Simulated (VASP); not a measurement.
# AgCl (Pm-3m) in VASP: a series of runs

Runs on AgCl. Level: PBE. Tasks: single point.

Program: VASP 6.6.1. These are calculated values, not measurements. Logs are shortened: lines on timing, memory, paths and dates and some standing lists are left out, and cuts for length are marked.

### Step 1. The crystal as given

It takes space group Pm-3m (No. 221, cubic). The conventional cell has a = 3.396 Å, b = 3.396 Å, c = 3.396 Å, α = 90.00°, β = 90.00°, γ = 90.00°. Around Ag (site symmetry m-3m) lie 8 Cl at 2.94 Å. Cl (site symmetry m-3m) has 8 Ag at 2.94 Å as nearest neighbours.

The cell was built by a generator and needn't be a form met in nature.

### Step 2. Single point, PBE

Contents of INCAR:

```
  PREC = Accurate
  ENCUT = 520
  EDIFF = 1E-6
  ISMEAR = 0
  SIGMA = 0.01
  LREAL = False
  LASPH = True
  NELM = 100
  ALGO = Fast
  ISIF = 2
  LWAVE = False
  LCHARG = True
  GGA = PE
  LELF = True
  LVHAR = True
  NBANDS = 16
```

Contents of KPOINTS:

```
Automatic mesh
0
Gamma
  8 8 8
```

Contents of POSCAR:

```
AgCl
1.0
    3.3955880419      0.0000000000      0.0000000000
    0.0000000000      3.3955880419      0.0000000000
    0.0000000000      0.0000000000      3.3955880419
Ag Cl
1 1
Direct
    0.0000000000      0.0000000000      0.0000000000
    0.5000000000      0.5000000000      0.5000000000
```

Potentials or basis: VASP PAW PBE potentials, release 64 (Ag, Cl).

Launch:

```console
cat potpaw_PBE.64/Ag/POTCAR potpaw_PBE.64/Cl/POTCAR > POTCAR
mpirun -np 1 vasp_std > vasp.out
```

OUTCAR:

```text
PREC = Accurate
   ENCUT = 520
   EDIFF = 1E-6
   ISMEAR = 0
   LREAL = False
   LASPH = True
   NELM = 100
   ISIF = 2
   GGA = PE

 ion  position               nearest neighbor table
   1  0.000  0.000  0.000-   2 2.94   2 2.94   2 2.94   2 2.94   2 2.94   2 2.94   2 2.94   2 2.94

   2  0.500  0.500  0.500-   1 2.94   1 2.94   1 2.94   1 2.94   1 2.94   1 2.94   1 2.94   1 2.94

  LATTYP: Found a simple cubic cell.
 ALAT       =     3.3955880419

  Lattice vectors:

 A1 = (   3.3955880419,   0.0000000000,   0.0000000000)
 A2 = (   0.0000000000,   3.3955880419,   0.0000000000)
 A3 = (   0.0000000000,   0.0000000000,   3.3955880419)

Analysis of symmetry for initial positions (statically):
=====================================================================
 Subroutine PRICEL returns:
 Original cell was already a primitive cell.

 Routine SETGRP: Setting up the symmetry group for a
 simple cubic supercell.

 Subroutine GETGRP returns: Found 48 space group operations
 (whereof 48 operations were pure point group operations)
 out of a pool of 48 trial point group operations.

The static configuration has the point symmetry O_h .

Analysis of symmetry for dynamics (positions and initial velocities):
=====================================================================
 Subroutine PRICEL returns:
 Original cell was already a primitive cell.

 Routine SETGRP: Setting up the symmetry group for a
 simple cubic supercell.

 Subroutine GETGRP returns: Found 48 space group operations
 (whereof 48 operations were pure point group operations)
 out of a pool of 48 trial point group operations.

The dynamic configuration has the point symmetry O_h .

 Subroutine INISYM returns: Found 48 space group operations
 (whereof 48 operations are pure point group operations),
 and found     1 'primitive' translations

----------------------------------------------------------------------------------------

                                     Primitive cell

  volume of cell :      39.1512

  direct lattice vectors                    reciprocal lattice vectors
     3.395588042  0.000000000  0.000000000     0.294499800  0.000000000  0.000000000
     0.000000000  3.395588042  0.000000000     0.000000000  0.294499800  0.000000000
     0.000000000  0.000000000  3.395588042     0.000000000  0.000000000  0.294499800

  length of vectors
     3.395588042  3.395588042  3.395588042     0.294499800  0.294499800  0.294499800
[... 81 lines left out ...]
   EDIFF  = 0.1E-05   stopping-criterion for ELM
   LREAL  =      F    real-space projection
   EDIFFG = 0.1E-04   stopping-criterion for IOM
   NSW    =      0    number of steps for IOM
   IBRION =     -1    ionic relax: 0-MD 1-quasi-New 2-CG
   NFREE  =      0    steps in history (QN), initial steepest desc. (CG)
   ISIF   =      2    stress and relaxation
   ISYM   =      2    0-nonsym 1-usesym 2-fastsym
   POTIM  = 0.5000    time-step for ionic-motion
   TEBEG  =    0.0;   TEEND  =   0.0 temperature during run
   PSTRESS=    0.0 pullay stress
   NELECT =      18.0000    total number of electrons
   NUPDOWN=      -1.0000    fix difference up-down
   EMIN   =  10.00;   EMAX   =-10.00  energy-range for DOS
   EFERMI =   0.00;   METHOD = LEGACY
   ISMEAR =     0;   SIGMA  =   0.01  broadening in eV -4-tet -1-fermi 0-gaus
   EFERMI_NEDOS =   21; number of points for ismear=-14 and -15
   IALGO  =     68    algorithm
   IMIX   =      4    mixing-type and parameters
     AMIX     =   0.40;   BMIX     =  1.00
     AMIX_MAG =   1.60;   BMIX_MAG =  1.00
  volume/ion in A,a.u.               =      19.58       132.10
  Fermi-wavevector in a.u.,A,eV,Ry     =   1.263525  2.387717 21.721655  1.596497
  Thomas-Fermi vector in A             =   2.396878
   LORBIT       =      0    0 simple, 1 ext, 2 COOP (PROOUT), +10 PAW based schemes
   GGA     = PE    functional components
   LHFCALC =     F    Hartree Fock is set to
   AEXX    =    0.0000 exact exchange contribution
   IVDW    =     0    specifies the selected vdW correction
   LEPSILON=     F    determine dielectric tensor
   LRPA    =     F    only Hartree local field effects (RPA)
 non-spin polarized calculation
 RMM-DIIS sequential band-by-band and
 Gauss-broadening in eV      SIGMA  =   0.01
  energy-cutoff  :      520.00
  volume of cell :       39.15
 maximum number of plane-waves:      1074
 NGX is ok and might be reduce to    28
   NGX = 13   NGY = 13   NGZ = 13

 number of electron      18.0000002 magnetization

 Free energy of the ion-electron system (eV)
  ---------------------------------------------------
  ext. energy  EPLUGINS =         0.00000000
  ---------------------------------------------------
  free energy    TOTEN  =        -5.11660586 eV

  energy without entropy =       -5.11660586  energy(sigma->0) =       -5.11660586

 E-fermi :   4.4037     XC(G=0): -10.5654

 val. band max:        4.3104281280   @ k =   0.5000   0.0000   0.0000
 cond. band min:       4.8954554160   @ k =   0.0000   0.0000   0.0000
 fundamental gap:      0.5850272880
 Fermi energy:         4.4036592088

 k-point     1 :       0.0000    0.0000    0.0000
  band No.  band energies     occupation
      1     -10.4714      2.00000
      2       1.4541      2.00000
      3       1.4541      2.00000
      4       2.4610      2.00000
      5       2.4610      2.00000
      6       2.4610      2.00000
[... 433 lines left out ...]
      3       0.5001      2.00000
      4       1.7987      2.00000
      5       1.8870      2.00000
      6       2.2710      2.00000
[... 8 lines left out ...]
     15      18.6774      0.00000
     16      19.7427      0.00000

 [... further k-points ...]

------------------------ aborting loop because EDIFF is reached ----------------------------------------

  FORCE on cell =-STRESS in cart. coord.  units (eV):
  Direction    XX          YY          ZZ          XY          YZ          ZX
  --------------------------------------------------------------------------------------
  -------------------------------------------------------------------------------------
  Total        0.3605881      0.3605881      0.3605881      0.0000000      0.0000000     -0.0000000
  in kB       14.7562831     14.7562831     14.7562831      0.0000000      0.0000000     -0.0000000
  external PRESSURE =      14.7562831 kB  Pullay stress =       0.0000000 kB

 VOLUME and BASIS-vectors are now :
 -----------------------------------------------------------------------------
  energy-cutoff  :      520.00
  volume of cell :       39.15
      direct lattice vectors                 reciprocal lattice vectors
     3.395588042  0.000000000  0.000000000     0.294499800  0.000000000  0.000000000
     0.000000000  3.395588042  0.000000000     0.000000000  0.294499800  0.000000000
     0.000000000  0.000000000  3.395588042     0.000000000  0.000000000  0.294499800

 POSITION                                       TOTAL-FORCE (eV/Angst)
 -----------------------------------------------------------------------------------
      0.00000      0.00000      0.00000         0.000000      0.000000      0.000000
      1.69779      1.69779      1.69779         0.000000      0.000000      0.000000
 -----------------------------------------------------------------------------------
    total drift:                               -0.000000      0.000000      0.000000

  FREE ENERGIE OF THE ION-ELECTRON SYSTEM (eV)
  ---------------------------------------------------
  free  energy   TOTEN  =        -5.1166058609 eV

  energy  without entropy=       -5.1166058609  energy(sigma->0) =       -5.11660586
```

stdout:

```text
POSCAR found type information on POSCAR AgCl
 POSCAR found :  2 types and       2 ions
 scaLAPACK will be used
 LDA part: xc-table for (Slater+PW92), standard interpolation
 POSCAR, INCAR and KPOINTS ok, starting setup
 FFT: planning ... GRIDC
 FFT: planning ... GRID_SOFT
 FFT: planning ... GRID
 WAVECAR not read
 entering main loop
```

It took 16 s on 1 thread of Intel Xeon Platinum 8488C (Sapphire Rapids), shared host; peak memory 0.16 GiB.

Results:

| Item | Value |
| --- | --- |
| Free energy | -5.1166 eV |
| Pressure | 1.5 GPa |
| Band gap on the k mesh | 0.59 eV, indirect (least direct gap 2.20 eV) |

### Step 3. Single point, PBE

Contents of INCAR:

```
PREC = Accurate
ENCUT = 520
EDIFF = 1E-6
ISMEAR = 0
SIGMA = 0.01
LREAL = False
LASPH = True
NELM = 100
ALGO = Normal
ISIF = 2
LWAVE = False
LCHARG = False
GGA = PE
NBANDS = 16
```

Contents of KPOINTS:

```
regular mesh
0
Gamma
  8 8 8
```

POSCAR is that of step 2.

Potentials or basis: VASP PAW PBE potentials, release 64 (Ag, Cl).

Launch:

```console
cat potpaw_PBE.64/Ag/POTCAR potpaw_PBE.64/Cl/POTCAR > POTCAR
mpirun -np 1 vasp_std > vasp.out
```

It took 15 s on 1 thread of Intel Xeon Platinum 8488C (Sapphire Rapids), shared host; peak memory 0.16 GiB.

It converged, with:

* Free energy: -5.1166 eV
* Pressure: 1.5 GPa
* Band gap on the k mesh: 0.58 eV, indirect (least direct gap 2.20 eV)

Levels at points of the mesh, in eV from the valence-band top:
```csv
k point,band 5,band 6,band 7,band 8,band 9,band 10,band 11,band 12,band 13,band 14
"(0.00, 0.00, 0.00)",-1.85,-1.85,-1.61,-1.61,-1.61,0.58,9.40,9.40,13.92,13.92
"(0.50, 0.00, 0.00)",-2.70,-1.79,-1.47,0.00,0.00,4.92,5.67,9.30,10.02,10.02
"(0.50, 0.50, 0.00)",-2.17,-2.16,-2.16,-1.53,-0.95,2.79,9.07,9.07,10.65,13.79
"(0.50, 0.50, 0.50)",-1.51,-1.51,-0.17,-0.17,-0.17,4.69,4.69,4.69,6.93,17.77
```

A k mesh can miss the band edges.
